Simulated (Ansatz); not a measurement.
Crystal: Na2S.

```
S Na
1.0
     0.00000    3.27350    3.27350
     3.27350    0.00000    3.27350
     3.27350    3.27350    0.00000
S Na
1 2
Direct
  0.00000 0.00000 0.00000
  0.75000 0.75000 0.75000
  0.25000 0.25000 0.25000
```

Base run:

- Program: Ansatz 0.2.0
- Functional: HSE06 form with a typed share of exact exchange
- Potentials or basis: Ansatz PAW
- Cutoff: 420 eV
- Density cutoff: 1680 eV
- k mesh: 4 × 4 × 4
- Occupations: fermi-dirac, width 0.05 eV
- Spin: no spin polarisation

Its results: band gap on the k mesh 3.10 eV, direct.

Task: The run is repeated on the same cell with these changes: screening (1/å) from 0.4 to 0.1. What comes out?

Result: Band gap on the k mesh 3.78 eV, direct.

A k mesh can miss the band edges.

Not every run made on this cell is shown here.
